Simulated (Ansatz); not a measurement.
**What strain does to AgCl (rocksalt)**

AgCl in the rocksalt structure, relaxed with r2SCAN in Ansatz. Space group Fm-3m (No. 225), cubic; a = 5.546 Å in the conventional setting, 21.33 Å³ an atom. Ag has 6 Cl at 2.77 Å; Cl has 6 Ag at 2.77 Å.

The axes x, y and z are those of this cell:
```yaml
crystal:
  lattice:
    - [0.00000, 2.77318, 2.77318]
    - [2.77318, 0.00000, 2.77318]
    - [2.77318, 2.77318, 0.00000]
  atoms:
    - { symbol: Ag, position: [0.00000, 0.00000, 0.00000] }
    - { symbol: Cl, position: [0.50000, 0.50000, 0.50000] }
```

Unstrained: The PBE gap is indirect, 0.912 eV (L to Γ), below the direct gap of 3.005 eV at Γ–K (0.10 of the way from Γ). The r2SCAN gap is indirect, 1.475 eV (L to Γ), below the direct gap of 3.590 eV at Γ–K (0.10 of the way from Γ). HSE06 gives an indirect gap of 2.411 eV, from L to Γ; the least direct gap is 4.544 eV at Γ–K (0.10 of the way from Γ). Meshes: PBE 8×8×8, r2SCAN 8×8×8, HSE06 6×6×6. Strains are changes of length per length. After each strain the atoms were relaxed again with r2SCAN within the symmetry that the strain leaves, so tilts or polar shifts that break it weren't tested; points keep the names that they have in the unstrained zone. The values are computed, spin-unpolarised, and not measurements.

Changes of the least gap in eV (an overlap counts as a negative gap):
```json
{"strain": "epitaxial +4.01 % in the xy plane, free normal strain -4.13 %", "volume change (%)": "+3.7", "space group": "I4/mmm", "PBE": "-0.161", "r2SCAN": "-0.184", "HSE06": "-0.192", "energy rise, r2SCAN (meV/atom)": "10.6"}
{"strain": "biaxial -0.48 % in x and y, z held", "volume change (%)": "-1.0", "space group": "I4/mmm", "PBE": "-0.018", "r2SCAN": "-0.016", "HSE06": "-0.021", "energy rise, r2SCAN (meV/atom)": "0.3"}
{"strain": "isotropic +5.99 % on every length", "volume change (%)": "+19.1", "space group": "Fm-3m", "PBE": "+0.098", "r2SCAN": "+0.064", "HSE06": "+0.110", "energy rise, r2SCAN (meV/atom)": "85.8"}
```

Epitaxial +4.01 % in the xy plane, free normal strain -4.13 %. HSE06: the gap goes from 2.411 to 2.219 eV (-0.192 eV). Stress change with r2SCAN, compression positive: xx -1.69, yy -1.69, zz +0.06 GPa.

Biaxial -0.48 % in x and y, z held. HSE06: the gap goes from 2.411 to 2.390 eV (-0.021 eV). Stress change with r2SCAN, compression positive: xx +0.55, yy +0.55, zz +0.40 GPa.

Isotropic +5.99 % on every length. HSE06: the gap goes from 2.411 to 2.521 eV (+0.110 eV). Stress change with r2SCAN, compression positive: xx -5.58, yy -5.58, zz -5.58 GPa. For HSE06, dE_g/d ln V = 0.6 eV over this step.

Spin-orbit coupling is left out.

The meshes of the hybrids are coarse, so their gaps aren't converged to the digits shown.
